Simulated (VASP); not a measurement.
The system is TePb.

```
Pb Te
1.0
     0.00000    3.23100    3.23100
     3.23100    0.00000    3.23100
     3.23100    3.23100    0.00000
Pb Te
1 1
Direct
  0.00000 0.00000 0.00000
  0.50000 0.50000 0.50000
```

- Program: VASP 6.6.1
- Task: relaxation of cell and atoms
- Functional: RPBE
- Dispersion: D3(BJ)
- Potentials or basis: VASP PAW PBE potentials, release 64 (Pb_d, Te)
- Cutoff: 600 eV
- k mesh: 7 × 7 × 7
- Occupations: fermi-dirac, width 0.05 eV
- Spin: no spin polarisation

At the start: pressure -10.5 GPa; volume 33.73 Å³/atom.

Task: How do energy, volume and symmetry change on relaxing?

Result: Over 6 steps the energy falls by 272.8 meV/atom and the volume is 26.96 Å³/atom (-20.1 %); space group Fm-3m (No. 225, to 0.05 Å).

Step by step:
| step | energy change (eV) | largest force (eV/Å) | pressure (GPa) | volume (Å³) |
| --- | --- | --- | --- | --- |
| 1 | 0.0000 | 0.0000 | -10.48 | 67.46 |
| 2 | -0.3596 | 0.0000 | 11.42 | 48.13 |
| 3 | -0.5455 | 0.0000 | -0.17 | 54.03 |
| 4 | -0.5454 | 0.0000 | 0.22 | 53.78 |
| 5 | -0.5454 | 0.0000 | -0.18 | 54.05 |
| 6 | -0.5455 | 0.0000 | 0.01 | 53.93 |

Final structure:
```yaml
crystal:
  lattice:
    - [0.00000, 2.99862, 2.99862]
    - [2.99862, 0.00000, 2.99862]
    - [2.99862, 2.99862, 0.00000]
  atoms:
    - { symbol: Pb, position: [0.00000, 0.00000, 0.00000] }
    - { symbol: Te, position: [0.50000, 0.50000, 0.50000] }
```

Caveat: the volume moved by over 15 % at a fixed basis, so the end points are rough; the PAW data sets were made with another functional, which shifts forces and pressure a little; the volume moved by -20 % from the deposited cell, more than functionals usually miss.
